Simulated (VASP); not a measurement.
## VASP inputs for KCl (strained zincblende)

INCAR

```
SIGMA = 0.02
LELF = .TRUE.
EDIFF = 1E-7
ENCUT = 520
NBANDS = 15
PREC = Accurate
ISIF = 2
LREAL = .FALSE.
LASPH = .TRUE.
LWAVE = .FALSE.
ISMEAR = -1
LCHARG = .TRUE.
NSW = 0
GGA = PE
IBRION = -1
NELM = 120
```

KPOINTS

```
KPOINTS created by Atomic Simulation Environment
0
Gamma
6 6 6
0 0 0
```

KPOINTS_OPT

```
special points
7
Reciprocal
0.0000000000 0.0000000000 0.0000000000 1
-0.5000000000 -0.5000000000 0.0000000000 1
-0.3750000000 -0.3750000000 0.2500000000 1
-0.3750000000 0.0000000000 0.3750000000 1
0.0000000000 0.0000000000 0.5000000000 1
-0.5000000000 -0.2500000000 0.2500000000 1
0.0000000000 0.5000000000 0.5000000000 1
```

POSCAR

```
K  Cl
 1.0000000000000000
    -0.0233818855000000    3.4839009448999998    3.4839009448999998
     3.4839009448999998   -0.0233818855000000    3.4839009448999998
     3.4839009448999998    3.4839009448999998   -0.0233818855000000
 K   Cl
   1   1
Cartesian
 -0.0055528556104242 -0.0055528556104242 -0.0055528556104242
  1.7416578566854239  1.7416578566854239  1.7416578566854242
```

VASP ran with the recommended PBE PAW datasets (16 valence electrons in the cell).

Task: Estimate the main results of this run.

Result: gap between bands v and c 4.79 eV; least direct gap 4.83 eV; pressure 0.4 GPa.

Band v is the last that the valence electrons fill when counted band by band, and c is the next. Levels in eV from the top of v:

```json
{"point": "Γ", "v−1": "-0.05", "v": "-0.04", "c": "4.79", "c+1": "9.38"}
{"point": "X", "v−1": "-0.01", "v": "0.00", "c": "6.69", "c+1": "7.70"}
{"point": "K", "v−1": "-0.11", "v": "0.00", "c": "6.88", "c+1": "7.74"}
{"point": "L", "v−1": "-0.02", "v": "-0.01", "c": "7.29", "c+1": "7.44"}
{"point": "W", "v−1": "-0.18", "v": "-0.01", "c": "6.89", "c+1": "7.69"}
```
